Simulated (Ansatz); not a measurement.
# hcp against fcc along group 15

Level of theory: DFT, RPBE, plane waves (420 eV) with PAW, scalar-relativistic in Ansatz. (PAW data from PBE, frozen cores regenerated.)

Each structure is relaxed within its symmetry, in the lowest magnetic state of the tried starts. Differences under about 8 meV lie within the error of the k-point mesh.

| element | E(hcp) − E(fcc) (meV/atom) | V(hcp) (Å³/atom) | V(fcc) (Å³/atom) | state of hcp | state of fcc |
| --- | --- | --- | --- | --- | --- |
| As | ? | ? | ? | ? | ? |
| Sb | -36 | 28.04 | 28.08 | spin not included | spin not included |
| Bi | -45 | 32.52 | 32.77 | spin not included | spin not included |

(1) Fill in the row of As.

## Answers

(1) E(hcp) − E(fcc) (meV/atom): -34; V(hcp) (Å³/atom): 19.64; V(fcc) (Å³/atom): 19.75; state of hcp: spin not included; state of fcc: spin not included.
